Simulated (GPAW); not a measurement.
A run of GPAW 26.7.0 is set up as follows.

Contents of run.py:

```python
from ase.dft.bandgap import bandgap
from ase.io import read, write
from ase.units import GPa
from gpaw import GPAW, PW

atoms = read('SnSe.xyz')

calc = GPAW(mode=PW(600),
            xc='MGGA_X_R2SCAN+MGGA_C_R2SCAN',
            kpts={'size': (8, 8, 8), 'gamma': True},
            occupations={'name': 'fermi-dirac', 'width': 0.05},
            nbands=19,
            convergence={'density': 1e-05, 'energy': 1e-05},
            maxiter=150,
            txt='gpaw.txt')
atoms.calc = calc
energy = atoms.get_potential_energy()
forces = atoms.get_forces()
stress = atoms.get_stress()
calc.write('gs.gpw')
write('result.traj', atoms)
print(f'Energy: {energy:.6f} eV')
print('Forces (eV/A):')
print(forces.round(4))
print('Stress (GPa):', (stress / GPa).round(3))
print('Fermi level:', round(calc.get_fermi_level(), 4), 'eV')
print(f'Gap: {bandgap(calc)[0]:.4f} eV, direct: {bandgap(calc, direct=True)[0]:.4f} eV')

path = atoms.cell.bandpath('GXWKGLUWLK,UX', npoints=80, eps=1e-4)
bs_calc = calc.fixed_density(kpts=path, symmetry='off', nbands=31,
                             convergence={'bands': 'CBM+6.0', 'eigenstates': 1e-6}, txt='bands.txt')
bs = bs_calc.band_structure()
bs.write('bs.json')
print(f'Gap on the path: {bandgap(bs_calc)[0]:.4f} eV')
```

Contents of SnSe.xyz:

```xyz
2
Lattice="0.0000000000 3.0100000000 3.0100000000 3.0100000000 0.0000000000 3.0100000000 3.0100000000 3.0100000000 0.0000000000" Properties=species:S:1:pos:R:3 pbc="T T T"
Sn     0.0000000000      0.0000000000      0.0000000000
Se     3.0100000000      3.0100000000      3.0100000000
```

Potentials or basis: GPAW PAW data sets (gpaw-data 1.2.1), pw.

Run with:

```console
$ OMP_NUM_THREADS=1 python run.py
```

(1) Predict the pressure.

(2) Estimate the band gap along the path.

Answers

(1) -0.2 GPa.

(2) 0.02 eV, direct.

Caveat: the PAW data sets were made with another functional, which shifts forces and pressure a little; spin-orbit coupling is left out, which moves the levels of the heavy elements.
